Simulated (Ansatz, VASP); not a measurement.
Two plane-wave programs on Ag

INCAR

```
SYSTEM = Ag
  PREC = Accurate
  ENCUT = 520
  EDIFF = 1E-6
  ISMEAR = -1
  SIGMA = 0.05
  LREAL = .FALSE.
  LASPH = .TRUE.
  NELM = 80
  ALGO = Normal
  ISIF = 2
  LWAVE = .FALSE.
  LCHARG = .FALSE.
  LDIPOL = .TRUE.
  IDIPOL = 3
  DIPOL = 0.5 0.5 0.500
  GGA = PS
  NBANDS = 48
```

Contents of KPOINTS:

```
Automatic mesh
0
G
  10 10 1
  0 0 0
```

The input POSCAR:

```
Ag
1.0
    2.9299980804      0.0000000000      0.0000000000
   -1.4649990402      2.5374527707      0.0000000000
    0.0000000000      0.0000000000     29.3700000000
Ag
7
Direct
    0.6666666667      0.3333333334      0.2553626149
    0.3333333333      0.6666666666      0.3369084099
    0.6666666667      0.3333333334      0.4184542050
    0.3333333333      0.6666666666      0.5000000000
    0.6666666667      0.3333333334      0.5815457950
    0.3333333333      0.6666666666      0.6630915901
    0.6666666667      0.3333333334      0.7446373851
```

Contents of input.yaml:

```yaml
crystal:
  lattice:
    - [2.9299980804, 0.0, 0.0]
    - [-1.4649990402, 2.5374527707, 0.0]
    - [0.0, 0.0, 29.37]
  atoms:
    - { symbol: Ag, position: [0.6666666667, 0.3333333334, 0.2553626149] }
    - { symbol: Ag, position: [0.3333333333, 0.6666666666, 0.3369084099] }
    - { symbol: Ag, position: [0.6666666667, 0.3333333334, 0.418454205] }
    - { symbol: Ag, position: [0.3333333333, 0.6666666666, 0.5] }
    - { symbol: Ag, position: [0.6666666667, 0.3333333334, 0.581545795] }
    - { symbol: Ag, position: [0.3333333333, 0.6666666666, 0.6630915901] }
    - { symbol: Ag, position: [0.6666666667, 0.3333333334, 0.7446373851] }
hamiltonian:
  xc: pbesol
  pseudopotentials: { kind: paw }
kpoints:
  mp_grid: { grid: [10, 10, 1] }
  band_path:
    path:
      - [0.0, 0.0, 0.0]
      - [0.5, 0.0, 0.0]
      - [0.3333333333, 0.3333333333, 0.0]
      - [0.0, 0.0, 0.0]
    npoints: 10
scf:
  occupations: { method: fermi_dirac, width: 0.05 }
  n_extra_bands: 17
output:
  forces: true
  eigenvalues: true
  fatbands: true
  write_density: true
  write_potential: true
  elf: true
  volumetric_format: npy
efield:
  axis: 3
  dipole_correction: true
  ramp_width: 0.04
```

The slab is cut from a database's or a generator's crystal, which needn't be the stable form of the element.

Alike in both runs: functional PBEsol; k mesh 10 × 10 × 1; occupations fermi-dirac, width 0.05 eV; no spin polarisation.

```csv
,VASP,Ansatz
version,VASP 6.6.1,Ansatz 0.2.0
potentials or method,"VASP PAW PBE potentials, release 64 (Ag)",Ansatz PAW
plane-wave cutoff (eV),520,420
valence electrons in the cell,77,133
task,single point,band structure
```

```tsv
	VASP	Ansatz	Ansatz less VASP
gap on the k mesh at the Fermi level (eV)	none	none	-
rms of the force components (eV/Å)	0.114	0.112	-0.0011
```

Atom by atom the forces differ by 0.001 eV/Å (rms over components). A gap of «none» marks a metal or a gap that the smearing closes. The two sets of potentials don't hold the same shells in valence.

Caveats: the PAW data sets were made with another functional, which shifts forces and pressure a little (VASP); the PAW data sets come from PBE, with cores solved anew for the run's functional, which leaves a small shift of forces and pressure (Ansatz).
